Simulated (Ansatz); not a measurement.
Computed with Ansatz 0.2.0, DFT r2SCAN, scalar-relativistic, plane waves, PAW. All cells share a 500 eV cutoff and Γ-centred k meshes spaced at most 0.3 Å⁻¹ (0.19 for metals, 2π included).

These are static lattice energies at zero pressure. Only the structures computed here compete, so a lower one can exist. The k mesh leaves about 4 meV/atom of noise in metals. The magnetic state reached may not be the lowest. Compounds of this kind are mostly antiferromagnets with correlated d electrons. The runs began with parallel moments and used no Hubbard U, so such a phase can lie too high, and one that is known to be stable (NiO, say) can come out unstable. Magnetic atoms first started from parallel or listed moments, and other orders weren't tried. The functional can misorder magnetic and non-magnetic phases.

Task: Which is lower for NiO, the rock salt or the caesium chloride structure, and by how much?

Result: The rock salt structure, by 862 meV/atom. It takes 9.2 Å³/atom against 8.7.